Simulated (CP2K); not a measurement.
Runs of CP2K 2026.2 on AlRu. Symmetry: Pm-3m, No. 221, cubic system. The conventional cell has a = 2.992 Å, b = 2.992 Å, c = 2.992 Å, α = 90.00°, β = 90.00°, γ = 90.00°. Ru (site symmetry m-3m) is surrounded by 8 Al at 2.59 Å. Around Al (site symmetry m-3m) lie 8 Ru at 2.59 Å. 

| task | level | potentials or basis | smearing | EPS_DEFAULT | NGRIDS | CUTOFF of the grids | points a segment of the path (NPOINTS) | bands added on the path | gap on the mesh (eV) | pressure (GPa) | V0 of scaled cells (Å³/atom) | B0 (GPa) |
| --- | --- | --- | --- | --- | --- | --- | --- | --- | --- | --- | --- | --- |
| equation of state | r2SCAN | POTENTIAL_UZH Ru GTH-SCAN-q16, Al GTH-SCAN-q3; TZVP-MOLOPT-SCAN-GTH basis | fermi-dirac 0.05 eV | 1.0E-10 | 5 | 675 Ry | - | - | - | - | 13.60 | 222 |
| band structure | r2SCAN | POTENTIAL_UZH Ru GTH-SCAN-q16, Al GTH-SCAN-q3; TZVP-MOLOPT-SCAN-GTH basis | fermi-dirac 0.0259 eV | 1.0E-10 | 4 | 675 Ry | 6 | 6 | none | 3.5 | - | - |
| single point | PBE | POTENTIAL_UZH Ru GTH-PBE-q16, Al GTH-PBE-q3; TZVP-MOLOPT-PBE-GTH basis | fermi-dirac 0.05 eV | 1.0E-10 | 5 | 450 Ry | - | - | none | 3.7 | - | - |
| equation of state | LDA | GTH_POTENTIALS Ru GTH-PADE-q16, Al GTH-PADE-q3; TZVP-MOLOPT-PBE-GTH basis | fermi-dirac 0.05 eV | 1.0E-10 | 4 | 450 Ry | - | - | - | - | 12.84 | (c) |
| equation of state | PBE | POTENTIAL_UZH Ru GTH-PBE-q16, Al GTH-PBE-q3; TZVP-MOLOPT-PBE-GTH basis | fermi-dirac 0.05 eV | 1.0E-10 | 5 | 450 Ry | - | - | - | - | 13.63 | 200 |
| single point | PBEsol | POTENTIAL_UZH Ru GTH-PBE-q16, Al GTH-PBE-q3; TZVP-MOLOPT-PBE-GTH basis | fermi-dirac 0.05 eV | 1.0E-10 | 4 | 450 Ry | - | - | none | -0.4 | - | - |
| band structure | LDA | GTH_POTENTIALS Ru GTH-PADE-q16, Al GTH-PADE-q3; TZVP-MOLOPT-PBE-GTH basis | fermi-dirac 0.0259 eV | 1.0E-10 | 4 | 450 Ry | 6 | 6 | none | (a) | - | - |
| equation of state | PBEsol | POTENTIAL_UZH Ru GTH-PBE-q16, Al GTH-PBE-q3; TZVP-MOLOPT-PBE-GTH basis | fermi-dirac 0.05 eV | 1.0E-10 | 5 | 450 Ry | - | - | - | - | (b) | 213 |
| band structure | PBEsol | POTENTIAL_UZH Ru GTH-PBE-q16, Al GTH-PBE-q3; TZVP-MOLOPT-PBE-GTH basis | fermi-dirac 0.05 eV | 1.0E-9 | 5 | 450 Ry | 6 | 2 | none | -0.4 | - | - |

Alike in all rows: no spin polarisation; cell as given; k mesh 9 × 9 × 9.

Estimate the missing entries.

(a) -9.0; (b) 13.36; (c) 237.

Caveats: the basis of atomic orbitals isn't converged, which shifts pressures, moduli and gaps; the potentials were made for another functional, which shifts forces and pressure (some runs).

A k mesh can miss the band edges, and the runs leave out spin-orbit coupling on Ru.

A gap of «none» marks a metal or a gap under the smearing width.

Not every run made on this cell is shown here.
